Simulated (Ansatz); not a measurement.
Ta in Ansatz: the effect of functional

Crystal: Ta.

```
Ta
1.0
     2.90037    0.00000    0.00000
    -1.45019    2.51180    0.00000
     0.00000    0.00000    5.16627
Ta
2
Direct
  0.33333 0.66667 0.25000
  0.66667 0.33333 0.75000
```

This isn't the form of Ta at room conditions, which is bcc.

Alike in all runs:

| Quantity | Value |
| --- | --- |
| Program | Ansatz 0.2.0 |
| Task | band structure |
| Potentials or basis | Ansatz PAW |
| k mesh | 6 × 6 × 3 |
| Occupations | fermi-dirac, width 0.05 eV |
| Spin | no spin polarisation |

```csv
functional,cutoff,pressure (GPa)
LDA,420 eV (not typed: the program's choice for these potentials),-12.5
PBEsol,420 eV (not typed: the program's choice for these potentials),-7.7
RPBE,420 eV (not typed: the program's choice for these potentials),2.0
revPBE,420 eV (not typed: the program's choice for these potentials),1.1
BLYP,420 eV (not typed: the program's choice for these potentials),?
r2SCAN,500 eV (not typed: the program's choice for these potentials),-3.9
```

Q: What does the run with functional BLYP give?

A: Pressure 4.2 GPa.

Caveats: all runs use coarse meshes; the PAW data sets come from PBE, with cores solved anew for the run's functional, which leaves a small shift of forces and pressure.

Runs at the PBE level aren't shown here.
